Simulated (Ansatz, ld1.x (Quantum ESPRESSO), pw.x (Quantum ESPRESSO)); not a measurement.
**Zn (Z = 30): does the PAW potential hold in the solid?**

zinc, PAW, made with ld1.x (Quantum ESPRESSO) 7.5 (PBE, scalar-relativistic). Core [Ar] 3d10, reference 4s1.75 4p0.25. Waves: 4s (bound): rcut 1.95, rcutus 2.25 bohr; 4s channel at 0.2 Ry: rcut 1.95, rcutus 2.25 bohr; 4p (bound): rcut 2.70, rcutus 3.45 bohr; 4p channel at 0.3 Ry: rcut 2.70, rcutus 3.45 bohr. Local part: all-electron potential smoothed inside 1.80 bohr (lloc = -1). Core correction: Bessel-smoothed model core inside 1.30 bohr. Augmentation charge: BESSEL, radius 2.05 bohr.

Atomic tests: cutoffs needed: 6 Ry and 6 Ry (the cutoffs (Ry, on a coarse ladder) from which the occupation-weighted sum of valence levels, in a spherical-Bessel basis at the reference potential, stays within 10 and 1 mRy of its value at 400 Ry); ghost test: no extra level below or beside the all-electron valence levels (s, p, d, f tested) (spherical-Bessel basis up to 400 Ry, 20 bohr box); configuration tests: test run stopped at test 4 of 6 (negative rho).

Crystal test: bcc Zn in pw.x 7.5, no spin, 15³ k-points, Fermi–Dirac smearing 0.01 Ry, cutoffs 40/320 Ry. The lattice is a test structure that the element need not adopt, and mesh and smearing are coarse.

pw.x input:

```
&control
  calculation='scf', prefix='x', pseudo_dir='./', outdir='./tmp', tstress=.true., disk_io='low'
/
&system
  ibrav=0, nat=1, ntyp=1, ecutwfc=40, ecutrho=320, nbnd=8,
  occupations='smearing', smearing='fd', degauss=0.01
/
&electrons
  conv_thr=1e-09, mixing_beta=0.4, electron_maxstep=70
/
ATOMIC_SPECIES
Zn 1.0 Zn.UPF
CELL_PARAMETERS angstrom
  -1.56148254 1.56148254 1.56148254
  1.56148254 -1.56148254 1.56148254
  1.56148254 1.56148254 -1.56148254
ATOMIC_POSITIONS crystal
Zn 0.0000 0.0000 0.0000
K_POINTS automatic
15 15 15 0 0 0
```

```bash
pw.x < Zn.scf.in > Zn.scf.out
```

**Question.** How does the run end?

**Answer.** It converges; the pressure is -23.03 GPa against 0.67 GPa from all-electron LAPW. The largest radius (3.45 bohr) exceeds half the bond length (2.56 bohr), so the spheres overlap, which is one possible source of error among others. This is a poor potential for the solid. The pseudo pressure rises with volume over the whole range, a mechanical instability. Atomic configuration tests: test run stopped at test 4 of 6 (negative rho). The log shows:

```
     using ibrav=0 with symmetry is DISCOURAGED, use correct ibrav instead
     lattice parameter (alat)  =       5.1109  a.u.
     unit-cell volume          =     102.7704 (a.u.)^3
     number of electrons       =         2.00
     number of Kohn-Sham states=            8
     kinetic-energy cutoff     =      40.0000  Ry
     charge density cutoff     =     320.0000  Ry
     scf convergence threshold =      1.0E-09
     Exchange-correlation= SLA  PW   PBX  PBC
     number of k points=   120  Fermi-Dirac smearing, width (Ry)=  0.0100
     iteration #  1     ecut=    40.00 Ry     beta= 0.40
     negative rho (up, down):  6.570E-05 0.000E+00
     total energy              =    -144.00939466 Ry
     estimated scf accuracy    <       0.00741018 Ry
     iteration #  2     ecut=    40.00 Ry     beta= 0.40
     negative rho (up, down):  4.833E-03 0.000E+00
     total energy              =    -144.00727684 Ry
     estimated scf accuracy    <       0.00251744 Ry
     iteration #  3     ecut=    40.00 Ry     beta= 0.40
     negative rho (up, down):  4.381E-03 0.000E+00
     total energy              =    -144.00736128 Ry
     estimated scf accuracy    <       0.00000050 Ry
     iteration #  4     ecut=    40.00 Ry     beta= 0.40
     negative rho (up, down):  4.407E-03 0.000E+00
     total energy              =    -144.00736493 Ry
     estimated scf accuracy    <       0.00000035 Ry
     iteration #  5     ecut=    40.00 Ry     beta= 0.40
     negative rho (up, down):  4.347E-03 0.000E+00
     total energy              =    -144.00736493 Ry
     estimated scf accuracy    <       0.00000001 Ry
     iteration #  6     ecut=    40.00 Ry     beta= 0.40
     negative rho (up, down):  4.332E-03 0.000E+00
     the Fermi energy is     3.9235 ev
!    total energy              =    -144.00736493 Ry
     estimated scf accuracy    <          3.5E-10 Ry
     smearing contrib. (-TS)   =      -0.00150483 Ry
     convergence has been achieved in   6 iterations
     negative rho (up, down):  4.332E-03 0.000E+00
          total   stress  (Ry/bohr**3)                   (kbar)     P=     -230.27
```
